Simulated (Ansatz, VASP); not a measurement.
**MgO in VASP and in Ansatz**

File INCAR:

```
SYSTEM = MgO
  PREC = Accurate
  ENCUT = 520
  EDIFF = 1E-7
  ISMEAR = -1
  SIGMA = 0.02
  LREAL = .FALSE.
  LASPH = .TRUE.
  NELM = 60
  ALGO = Normal
  ISIF = 2
  LWAVE = .FALSE.
  LCHARG = .FALSE.
  GGA = PE
  NBANDS = 16
```

Contents of KPOINTS:

```
regular mesh
0
G
  12 12 6
  0 0 0
```

Contents of POSCAR:

```
MgO
1.0
    3.4840197800      0.0000000000      0.0000000000
   -1.7420098900      3.0172496368      0.0000000000
    0.0000000000      0.0000000000      4.1853204555
Mg O
2 2
Direct
    0.3333333333      0.6666666667      0.2500000000
    0.6666666667      0.3333333333      0.7500000000
    0.6666666667      0.3333333333      0.2500000000
    0.3333333333      0.6666666667      0.7500000000
```

Input for Ansatz:

```yaml
crystal:
  lattice:
    - [3.48401978, 0.0, 0.0]
    - [-1.74200989, 3.0172496368, 0.0]
    - [0.0, 0.0, 4.1853204555]
  atoms:
    - { symbol: Mg, position: [0.3333333333, 0.6666666667, 0.25] }
    - { symbol: Mg, position: [0.6666666667, 0.3333333333, 0.75] }
    - { symbol: O, position: [0.6666666667, 0.3333333333, 0.25] }
    - { symbol: O, position: [0.3333333333, 0.6666666667, 0.75] }
kpoints:
  mp_grid: { grid: [12, 12, 6] }
  band_path:
    path:
      - [[0.0, 0.0, 0.0], [0.5, -3.984735474205e-18, 0.0], [0.3333333333333, 0.3333333333333, 0.0], [0.0, 0.0, 0.0], [0.0, 0.0, 0.5], [0.5, -3.984735474205e-18, 0.5], [0.3333333333333, 0.3333333333333, 0.5], [0.0, 0.0, 0.5]]
      - [[0.5, -3.984735474205e-18, 0.5], [0.5, -3.984735474205e-18, 0.0]]
      - [[0.3333333333333, 0.3333333333333, 0.5], [0.3333333333333, 0.3333333333333, 0.0]]
    npoints: 10
hamiltonian:
  xc: pbe
scf:
  occupations: { method: fermi_dirac, width: 0.02 }
  n_extra_bands: 5
output:
  forces: true
  stress: true
  eigenvalues: true
  write_density: true
  write_potential: true
  elf: true
  volumetric_format: npy
```

The cell was built by a generator and needn't be a form met in nature.

Alike in both runs: task single point; functional PBE; k mesh 12 × 12 × 6; occupations fermi-dirac, width 0.02 eV; no spin polarisation.

|  | VASP | Ansatz |
| --- | --- | --- |
| version | VASP 6.6.1 | Ansatz 0.2.0 |
| potentials or method | VASP PAW PBE potentials, release 64 (Mg, O) | plane waves, PAW |
| plane-wave cutoff (eV) | 520 | 420 |
| valence electrons in the cell | 16 | 32 |

Ansatz gave:

* gap on the k mesh at the Fermi level (eV): 3.45
* pressure (GPa): 4.5
* largest component of the traceless stress (GPa): 0.42

Which values does VASP return?

gap on the k mesh at the Fermi level (eV): 3.43; pressure (GPa): 4.0; largest component of the traceless stress (GPa): 0.31.

With one functional, cell and mesh, what is left measures potentials, basis and numerics. The two sets of potentials don't hold the same shells in valence.

A k mesh can miss the band edges. A hybrid or GW would open this gap; PBE tends to underestimate it.
